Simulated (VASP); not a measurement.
InPd:

```xyz
2
Lattice="3.2719 0.0000 0.0000 0.0000 3.2719 0.0000 0.0000 0.0000 3.2719" Properties=species:S:1:pos:R:3 pbc="T T T"
In    0.0000    0.0000    0.0000
Pd    1.6359    1.6359    1.6359
```

The cell comes from a database or a generator and needn't be the stable form of this composition.

Program: VASP 6.6.1. Alike in all runs: cell as given; cutoff (eV) 520.

Order these runs on this cell by their pressure, lowest first.
A. level PBEsol; potentials or basis VASP PAW PBE potentials, release 64 (In_d, Pd); spin off; k mesh 8 × 8 × 8; smearing fermi-dirac 0.05 eV
B. level LDA; potentials or basis VASP PAW LDA potentials, release 64 (In_d, Pd); spin SOC, no magnetisation; k mesh 6 × 6 × 6; smearing fermi-dirac 0.05 eV
C. level PBE; potentials or basis VASP PAW PBE potentials, release 64 (In_d, Pd); spin off; k mesh 8 × 8 × 8; smearing gaussian 0.011 eV

B (-6.5 GPa), A (-2.8 GPa), C (3.8 GPa).

Caveats: the PAW data sets were made with another functional, which shifts forces and pressure a little (some runs).
